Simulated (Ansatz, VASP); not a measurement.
CdTe: VASP beside Ansatz

INCAR

```
SYSTEM = CdTe
  ALGO = Normal
  EDIFF = 1E-7
  ENCUT = 520
  GGA = PE
  ISIF = 2
  ISMEAR = 0
  LASPH = .True.
  LCHARG = .False.
  LREAL = .False.
  LWAVE = .False.
  NBANDS = 16
  NELM = 60
  PREC = Accurate
  SIGMA = 0.1
```

File KPOINTS:

```
k-points
0
Gamma
  6 6 6
  0 0 0
```

The input POSCAR:

```
CdTe
1.0
    0.0000000000      2.9384720922      2.9384720922
    2.9384720922      0.0000000000      2.9384720922
    2.9384720922      2.9384720922      0.0000000000
Cd Te
1 1
Direct
    0.0000000000      0.0000000000      0.0000000000
    0.5000000000      0.5000000000      0.5000000000
```

Input for Ansatz:

```yaml
crystal:
  lattice:
    - [0.0, 2.9384720922, 2.9384720922]
    - [2.9384720922, 0.0, 2.9384720922]
    - [2.9384720922, 2.9384720922, 0.0]
  atoms:
    - { symbol: Cd, position: [0.0, 0.0, 0.0] }
    - { symbol: Te, position: [0.5, 0.5, 0.5] }
basis:
  ecutwfc: 420
kpoints:
  mp_grid: { grid: [6, 6, 6] }
hamiltonian:
  xc: pbe
scf:
  occupations: { method: gaussian, width: 0.1 }
output:
  forces: true
  stress: true
  eigenvalues: true
```

Alike in both runs: task single point; functional PBE; k mesh 6 × 6 × 6; occupations gaussian, width 0.1 eV; no spin polarisation.

|  | VASP | Ansatz |
| --- | --- | --- |
| version | VASP 6.6.1 | Ansatz 0.2.0 |
| potentials or method | VASP PAW PBE potentials, release 64 (Cd, Te) | scalar-relativistic, plane waves, PAW |
| plane-wave cutoff (eV) | 520 | 420 |
| valence electrons in the cell | 18 | 36 |

```tsv
	VASP	Ansatz	Ansatz less VASP
gap on the k mesh at the Fermi level (eV)	none	none	-
pressure (GPa)	8.2	7.9	-0.27
```

A gap of «none» marks a metal or a gap that the smearing closes. The two sets of potentials don't hold the same shells in valence.

The runs have no spin-orbit coupling, so splittings on Te are missing.
